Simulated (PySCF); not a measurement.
**Structure elucidation problem**

Molecular formula: CHF3. Simulated spectra:

¹H NMR (400 MHz, computed): δ 6.17 (q, J = 88.4 Hz, 1H).

¹³C{¹H} NMR (computed): δ 121.8 (CH, q, J = 350.5 Hz).

- geometry from PBE0-D3(BJ)/def2-SVP
- B3LYP/pcJ-1 coupling constants
- NMR shieldings at PBE0/pcSseg-1/GIAO
- run in PySCF
- isolated molecule, averaged over atoms made equivalent by symmetry, fast rotation or ring inversion, non-relativistic Hamiltonian, one computed conformer

δ = σ(ref) − σ, references computed at the same level: ¹H (31.27 ppm), ¹³C (184.41 ppm) vs TMS.

Deduce the structure.

## Answers


- Rings plus π bonds: 0.
- Carbon types of the structure: 1 × CH, which accounts for all hydrogens.
- δC 121.8: CF3 carbon; 3 electronegative neighbours deshield it.
- δH 6.17: hydrogen on a CF3 carbon; its carbon carries F, an electronegative neighbour.

These data were computed for `FC(F)F`.

Common functionals overestimate the size of one-bond C–F couplings by tens of Hz; these are unscaled. Multiplet labels drop couplings under 1 Hz and merge nearly equal ones. Shifts are as computed. Against solution values, carbons near 30 ppm lie about +2 ppm off and those near 130 ppm about +5 ppm. Of 1211 compounds with measured shifts, 218 miss one by over three times the rms of a fit or turn the order of signals round; such compounds aren't used in these exercises.
